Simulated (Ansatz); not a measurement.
# Mo: the cost of one run

Program: Ansatz 0.2.0. Level of theory: DFT PBE+D3(BJ), scalar-relativistic, plane waves, PAW. These are calculated values, not measurements.

## (1) The starting structure

Symmetry: Im-3m, No. 229, cubic system. The conventional cell has a = 3.130 Å, b = 3.130 Å, c = 3.130 Å, α = 90.00°, β = 90.00°, γ = 90.00°. Around Mo (site symmetry m-3m) lie 8 Mo at 2.71 Å.

Structure file:

```
Mo
1.0
    -1.56510    1.56510    1.56510
     1.56510   -1.56510    1.56510
     1.56510    1.56510   -1.56510
Mo
1
Cartesian
  0.0000 0.0000 0.0000
```

This cell was relaxed beforehand with the same method: volume 15.34 Å³/atom, gap on the mesh none (metal).

## (2) Cutting the slab

Planes are indexed in the bulk's conventional cell (Im-3m (No. 229)), a = 3.130 Å, b = 3.130 Å, c = 3.130 Å, α = 90.00°, β = 90.00°, γ = 90.00°.

A (100) slab, 6.3 Å thick as cut, with 17 Å of vacuum; its outer planes are Mo (top) and Mo (bottom).

The slab as cut. Layers, bottom to top:

| plane | atoms per cell | height over the lowest (Å) |
| --- | --- | --- |
| 1 | Mo | 0.00 |
| 2 | Mo | 1.57 |
| 3 | Mo | 3.13 |
| 4 | Mo | 4.70 |
| 5 | Mo | 6.26 |

## (3) Relaxing the clean slab

The input, input.yaml:

```yaml
crystal:
  lattice:
    - [3.1301988776, 0.0, 0.0]
    - [0.0, 3.1301988776, 0.0]
    - [0.0, 0.0, 23.2603977552]
  atoms:
    - { symbol: Mo, position: [0.5, 0.5, 0.3654279729] }
    - { symbol: Mo, position: [0.0, 0.0, 0.4327139864] }
    - { symbol: Mo, position: [0.5, 0.5, 0.5] }
    - { symbol: Mo, position: [0.0, 0.0, 0.5672860136] }
    - { symbol: Mo, position: [0.5, 0.5, 0.6345720271] }
basis:
  ecutwfc: 420
kpoints:
  mp_grid: { grid: [9, 9, 1] }
hamiltonian:
  xc: pbe
  dispersion: d3bj
scf:
  occupations: { method: gaussian, width: 0.1 }
output:
  forces: true
  eigenvalues: true
  write_density: true
  write_potential: true
  elf: true
  volumetric_format: npy
relax:
  adjacent_minimum: "off"
  f_tol: 0.03
  max_steps: 70
  constraints: [{ sites: [0, 1] }]
efield:
  axis: 3
  dipole_correction: true
```

Started as:

```sh
> ansatz run input.yaml --threads 1 --pin off --max-ram 2560MiB --backend cpu --events-out ev --progress --plain --runs-dir out
```

What time and memory should one allow on 1 thread of Arm Neoverse V2, shared host?

About 82 s, with a peak of 0.44 GiB.
